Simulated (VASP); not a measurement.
# KI (Fm-3m) in VASP: notebook, part 2 of 2

VASP 6.6.1.

### Step 4. Equation of state, PBE, 43.21 Å³/atom (volume scaled by 0.98)

Contents of INCAR:

```
SYSTEM = KI
PREC = Accurate
ENCUT = 520
EDIFF = 1E-7
ISMEAR = -1
SIGMA = 0.05
LREAL = .FALSE.
LASPH = .TRUE.
NELM = 100
ALGO = Normal
ISIF = 2
LWAVE = .FALSE.
LCHARG = .FALSE.
GGA = PE
NBANDS = 15
```

Contents of KPOINTS:

```
Automatic mesh
0
G
  7 7 7
  0 0 0
```

Contents of POSCAR:

```
KI
1.0
    0.0000000000      3.5090643863      3.5090643863
    3.5090643863      0.0000000000      3.5090643863
    3.5090643863      3.5090643863      0.0000000000
I K
1 1
Direct
    0.5000000000      0.5000000000      0.5000000000
    0.0000000000      0.0000000000      0.0000000000
```

Run with:

```bash
$ cat potpaw_PBE.64/I/POTCAR potpaw_PBE.64/K_sv/POTCAR > POTCAR
$ mpirun -np 1 vasp_std > vasp.out
```

Run time: 41 s. Hardware: 1 thread of Intel Xeon Platinum 8488C (Sapphire Rapids), shared host; peak memory 0.24 GiB.

Results (log left out):

| Quantity | Value |
| --- | --- |
| Free energy | -5.5480 eV |
| Pressure | 0.9 GPa |
| Band gap on the k mesh | 4.01 eV, direct |

Caveat: spin-orbit coupling is left out, which moves the levels of the heavy elements; an odd mesh through Γ misses points on the zone boundary, where band edges often lie.

### Step 5. Equation of state, PBE, 44.97 Å³/atom (volume scaled by 1.02)

Contents of INCAR:

```
PREC     = Accurate       # precision mode
ENCUT    = 520            # plane-wave cutoff, eV
EDIFF    = 1E-7           # SCF threshold, eV
ISMEAR   = -1             # smearing method
SIGMA    = 0.05           # smearing width, eV
LREAL    = False          # projectors in reciprocal space
LASPH    = True           # aspherical terms in the spheres
NELM     = 80             # most SCF steps
ALGO     = Normal         # electronic algorithm
ISIF     = 2              # what is computed and relaxed
LWAVE    = False          # write WAVECAR
LCHARG   = False          # write CHGCAR
GGA      = PE             # functional
NBANDS   = 15             # bands
```

Contents of KPOINTS:

```
regular mesh
0
Gamma
  7 7 7
```

Contents of POSCAR:

```
KI
1.0
    0.0000000000      3.5561715428      3.5561715428
    3.5561715428      0.0000000000      3.5561715428
    3.5561715428      3.5561715428      0.0000000000
I K
1 1
Direct
    0.5000000000      0.5000000000      0.5000000000
    0.0000000000      0.0000000000      0.0000000000
```

Run with:

```bash
$ cat potpaw_PBE.64/I/POTCAR potpaw_PBE.64/K_sv/POTCAR > POTCAR
$ mpirun -np 1 vasp_std > vasp.out
```

It took 36 s on 1 thread of Intel Xeon Platinum 8488C (Sapphire Rapids), shared host; peak memory 0.24 GiB.

It converged, with:

```yaml
Free_energy: -5.5619 eV
Pressure: 0.4 GPa
Band_gap_on_the_k_mesh: 3.92 eV, direct
```

Caveat: spin-orbit coupling is left out, which moves the levels of the heavy elements; an odd mesh through Γ misses points on the zone boundary, where band edges often lie.

### Step 6. Equation of state, PBE, 45.85 Å³/atom (volume scaled by 1.04)

Contents of INCAR:

```
SYSTEM = KI
PREC = Accurate ; ENCUT = 520
EDIFF = 1E-7 ; ISMEAR = -1
SIGMA = 0.05 ; LREAL = .False.
LASPH = .True. ; NELM = 80
ALGO = Normal ; ISIF = 2
LWAVE = .False. ; LCHARG = .False.
GGA = PE ; NBANDS = 15
```

Contents of KPOINTS:

```
regular mesh
0
Gamma
  7 7 7
  0 0 0
```

Contents of POSCAR:

```
KI
1.0
    0.0000000000      3.5792642128      3.5792642128
    3.5792642128      0.0000000000      3.5792642128
    3.5792642128      3.5792642128      0.0000000000
I K
1 1
Direct
    0.5000000000      0.5000000000      0.5000000000
    0.0000000000      0.0000000000      0.0000000000
```

Potentials or basis: VASP PAW PBE potentials, release 64 (I, K_sv).

Run with:

```bash
$ cat potpaw_PBE.64/I/POTCAR potpaw_PBE.64/K_sv/POTCAR > POTCAR
$ mpirun -np 1 vasp_std > vasp.out
```

It took 39 s on 1 thread of Intel Xeon Platinum 8488C (Sapphire Rapids), shared host; peak memory 0.24 GiB.

Results (log left out):

```
Free energy            : -5.5647 eV
Pressure               : 0.1 GPa
Band gap on the k mesh : 3.87 eV, direct
```

Caveat: spin-orbit coupling is left out, which moves the levels of the heavy elements; an odd mesh through Γ misses points on the zone boundary, where band edges often lie.

### Step 7. Equation of state, PBE, 46.74 Å³/atom (volume scaled by 1.06)

Changes to INCAR since step 6:

```diff
@@ -4,3 +4,3 @@
 SIGMA = 0.05 ; LREAL = .False.
-LASPH = .True. ; NELM = 80
+LASPH = .True. ; NELM = 60
 ALGO = Normal ; ISIF = 2
```

KPOINTS is that of step 6.

Contents of POSCAR:

```
KI
1.0
    0.0000000000      3.6020626887      3.6020626887
    3.6020626887      0.0000000000      3.6020626887
    3.6020626887      3.6020626887      0.0000000000
I K
1 1
Direct
    0.5000000000      0.5000000000      0.5000000000
    0.0000000000      0.0000000000      0.0000000000
```

Run with:

```bash
$ cat potpaw_PBE.64/I/POTCAR potpaw_PBE.64/K_sv/POTCAR > POTCAR
$ mpirun -np 1 vasp_std > vasp.out
```

It took 44 s on 1 thread of Intel Xeon Platinum 8488C (Sapphire Rapids), shared host; peak memory 0.24 GiB.

Results (log left out):

```
Free energy            : -5.5651 eV
Pressure               : -0.1 GPa
Band gap on the k mesh : 3.83 eV, direct
```

Caveat: spin-orbit coupling is left out, which moves the levels of the heavy elements; an odd mesh through Γ misses points on the zone boundary, where band edges often lie.

### Step 8. Equation of state, PBE

Potentials or basis: VASP PAW PBE potentials, release 64 (I, K_sv).

No new run: the results of the series are fitted here.

The run converged, but a check on its numbers failed (symmetry, net force, bounds or a known fault of this set-up), so they aren't taken as properties of the crystal.

### Step 9. Equation of state, PBEsol, 41.45 Å³/atom (volume scaled by 0.94)

Contents of INCAR:

```
SYSTEM = KI
PREC = Accurate ; ENCUT = 520
EDIFF = 1E-7 ; ISMEAR = -1
SIGMA = 0.05 ; LREAL = .False.
LASPH = .True. ; NELM = 100
ALGO = Normal ; ISIF = 2
LWAVE = .False. ; LCHARG = .False.
GGA = PS ; NBANDS = 15
```

Contents of KPOINTS:

```
Automatic mesh
0
Gamma
  7 7 7
  0 0 0
```

Contents of POSCAR:

```
KI
1.0
    0.0000000000      3.4606573152      3.4606573152
    3.4606573152      0.0000000000      3.4606573152
    3.4606573152      3.4606573152      0.0000000000
I K
1 1
Direct
    0.5000000000      0.5000000000      0.5000000000
    0.0000000000      0.0000000000      0.0000000000
```

Potentials or basis: VASP PAW PBE potentials, release 64 (I, K_sv).

Run with:

```bash
$ cat potpaw_PBE.64/I/POTCAR potpaw_PBE.64/K_sv/POTCAR > POTCAR
$ mpirun -np 1 vasp_std > vasp.out
```

Run time: 38 s. Hardware: 1 thread of Intel Xeon Platinum 8375C at 2.90GHz (Ice Lake), shared host; peak memory 0.21 GiB.

It converged, with:

```
Free energy            : -5.8103 eV
Pressure               : 0.5 GPa
Band gap on the k mesh : 3.95 eV, direct
```

Caveat: the PAW data sets were made with another functional, which shifts forces and pressure a little; spin-orbit coupling is left out, which moves the levels of the heavy elements.

### Step 10. Equation of state, PBEsol, 42.33 Å³/atom (volume scaled by 0.96)

INCAR is that of step 9.

KPOINTS is that of step 9.

Contents of POSCAR:

```
KI
1.0
    0.0000000000      3.4850289444      3.4850289444
    3.4850289444      0.0000000000      3.4850289444
    3.4850289444      3.4850289444      0.0000000000
I K
1 1
Direct
    0.5000000000      0.5000000000      0.5000000000
    0.0000000000      0.0000000000      0.0000000000
```

Run with:

```bash
$ cat potpaw_PBE.64/I/POTCAR potpaw_PBE.64/K_sv/POTCAR > POTCAR
$ mpirun -np 1 vasp_std > vasp.out
```

Wall time 50 s (1 thread of Intel Xeon Platinum 8375C at 2.90GHz (Ice Lake), shared host); peak memory 0.24 GiB.

The run converged. Its results:

| Item | Value |
| --- | --- |
| Free energy | -5.8147 eV |
| Pressure | 0.2 GPa |
| Band gap on the k mesh | 3.90 eV, direct |

Caveat: the PAW data sets were made with another functional, which shifts forces and pressure a little; spin-orbit coupling is left out, which moves the levels of the heavy elements.

### Step 11. Equation of state, PBEsol, 43.21 Å³/atom (volume scaled by 0.98)

INCAR is that of step 10.

KPOINTS is that of step 10.

Contents of POSCAR:

```
KI
1.0
    0.0000000000      3.5090643863      3.5090643863
    3.5090643863      0.0000000000      3.5090643863
    3.5090643863      3.5090643863      0.0000000000
I K
1 1
Direct
    0.5000000000      0.5000000000      0.5000000000
    0.0000000000      0.0000000000      0.0000000000
```

Run with:

```bash
$ cat potpaw_PBE.64/I/POTCAR potpaw_PBE.64/K_sv/POTCAR > POTCAR
$ mpirun -np 1 vasp_std > vasp.out
```

Wall time 46 s (1 thread of Intel Xeon Platinum 8375C at 2.90GHz (Ice Lake), shared host); peak memory 0.24 GiB.

Results (log left out):

```
Free energy            : -5.8160 eV
Pressure               : 0.0 GPa
Band gap on the k mesh : 3.86 eV, direct
```

Caveat: the PAW data sets were made with another functional, which shifts forces and pressure a little; spin-orbit coupling is left out, which moves the levels of the heavy elements.

### Step 12. Equation of state, PBEsol, 44.97 Å³/atom (volume scaled by 1.02)

INCAR is that of step 11.

KPOINTS is that of step 11.

Contents of POSCAR:

```
KI
1.0
    0.0000000000      3.5561715428      3.5561715428
    3.5561715428      0.0000000000      3.5561715428
    3.5561715428      3.5561715428      0.0000000000
I K
1 1
Direct
    0.5000000000      0.5000000000      0.5000000000
    0.0000000000      0.0000000000      0.0000000000
```

Potentials or basis: VASP PAW PBE potentials, release 64 (I, K_sv).

Run with:

```bash
$ cat potpaw_PBE.64/I/POTCAR potpaw_PBE.64/K_sv/POTCAR > POTCAR
$ mpirun -np 1 vasp_std > vasp.out
```

It took 54 s on 1 thread of Intel Xeon Platinum 8375C at 2.90GHz (Ice Lake), shared host; peak memory 0.25 GiB.

It converged, with:

* Free energy: -5.8108 eV
* Pressure: -0.5 GPa
* Band gap on the k mesh: 3.77 eV, direct

Caveat: the PAW data sets were made with another functional, which shifts forces and pressure a little; spin-orbit coupling is left out, which moves the levels of the heavy elements; an odd mesh through Γ misses points on the zone boundary, where band edges often lie.

### Step 13. Equation of state, PBEsol, 45.85 Å³/atom (volume scaled by 1.04)

INCAR is that of step 12.

KPOINTS is that of step 12.

Contents of POSCAR:

```
KI
1.0
    0.0000000000      3.5792642128      3.5792642128
    3.5792642128      0.0000000000      3.5792642128
    3.5792642128      3.5792642128      0.0000000000
I K
1 1
Direct
    0.5000000000      0.5000000000      0.5000000000
    0.0000000000      0.0000000000      0.0000000000
```

Run with:

```bash
$ cat potpaw_PBE.64/I/POTCAR potpaw_PBE.64/K_sv/POTCAR > POTCAR
$ mpirun -np 1 vasp_std > vasp.out
```

It took 41 s on 1 thread of Intel Xeon Platinum 8375C at 2.90GHz (Ice Lake), shared host; peak memory 0.25 GiB.

It converged, with:

```
Free energy            : -5.8049 eV
Pressure               : -0.7 GPa
Band gap on the k mesh : 3.73 eV, direct
```

Caveat: the PAW data sets were made with another functional, which shifts forces and pressure a little; spin-orbit coupling is left out, which moves the levels of the heavy elements; an odd mesh through Γ misses points on the zone boundary, where band edges often lie.

### Step 14. Equation of state, PBEsol, 46.74 Å³/atom (volume scaled by 1.06)

INCAR is that of step 13.

KPOINTS is that of step 13.

Contents of POSCAR:

```
KI
1.0
    0.0000000000      3.6020626887      3.6020626887
    3.6020626887      0.0000000000      3.6020626887
    3.6020626887      3.6020626887      0.0000000000
I K
1 1
Direct
    0.5000000000      0.5000000000      0.5000000000
    0.0000000000      0.0000000000      0.0000000000
```

Run with:

```bash
$ cat potpaw_PBE.64/I/POTCAR potpaw_PBE.64/K_sv/POTCAR > POTCAR
$ mpirun -np 1 vasp_std > vasp.out
```

Run time: 49 s. Hardware: 1 thread of Intel Xeon Platinum 8375C at 2.90GHz (Ice Lake), shared host; peak memory 0.24 GiB.

The run converged. Its results:

| Item | Value |
| --- | --- |
| Free energy | -5.7970 eV |
| Pressure | -0.8 GPa |
| Band gap on the k mesh | 3.70 eV, direct |

Caveat: the PAW data sets were made with another functional, which shifts forces and pressure a little; spin-orbit coupling is left out, which moves the levels of the heavy elements; an odd mesh through Γ misses points on the zone boundary, where band edges often lie.

### Step 15. Equation of state, PBEsol

Potentials or basis: VASP PAW PBE potentials, release 64 (I, K_sv).

This step only gathers the single runs of the series.

Results:

| Quantity | Value |
| --- | --- |
| Equilibrium volume | 43.18 Å³/atom |
| Bulk modulus | 12.1 GPa |
| Pressure derivative of the bulk modulus | 5.0 |

Energy against volume, from the lowest point:
```csv
volume (Å³/atom),energy (meV/atom)
41.445,2.85
42.327,0.66
43.209,0.00
44.091,0.70
44.973,2.61
45.854,5.58
46.736,9.49
```

Caveat: the PAW data sets were made with another functional, which shifts forces and pressure a little.
